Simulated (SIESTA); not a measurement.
Crystal: ZnS.

```
Zn S
1.0
     0.00000    2.70200    2.70200
     2.70200    0.00000    2.70200
     2.70200    2.70200    0.00000
Zn S
1 1
Direct
  0.75000 0.75000 0.75000
  0.00000 0.00000 0.00000
```

Program: SIESTA 5.4.2. Alike in all runs: task band structure; no spin polarisation; cell as given; k mesh 9 × 9 × 9; smearing fermi-dirac 0.05 eV; grid cutoff 800 Ry; energy shift 0.003 Ry.

Problem. Order these runs on this cell by their pressure, lowest first.
A. level PBE; potentials or basis PseudoDojo 0.4 standard (PBE files), DZP (energy shift 0.003 Ry; two zetas on semicore shells)
B. level LDA; potentials or basis PseudoDojo 0.4 standard (LDA files), DZP (energy shift 0.003 Ry; two zetas on semicore shells)
C. level PBEsol; potentials or basis PseudoDojo 0.4 standard (PBEsol files), DZP (energy shift 0.003 Ry; two zetas on semicore shells)

Solution. B (-3.7 GPa), C (-1.1 GPa), A (2.5 GPa).

Caveats: short orbitals over semicore shells can move pressures by several GPa; the basis of atomic orbitals isn't converged, which shifts pressures, moduli and gaps.
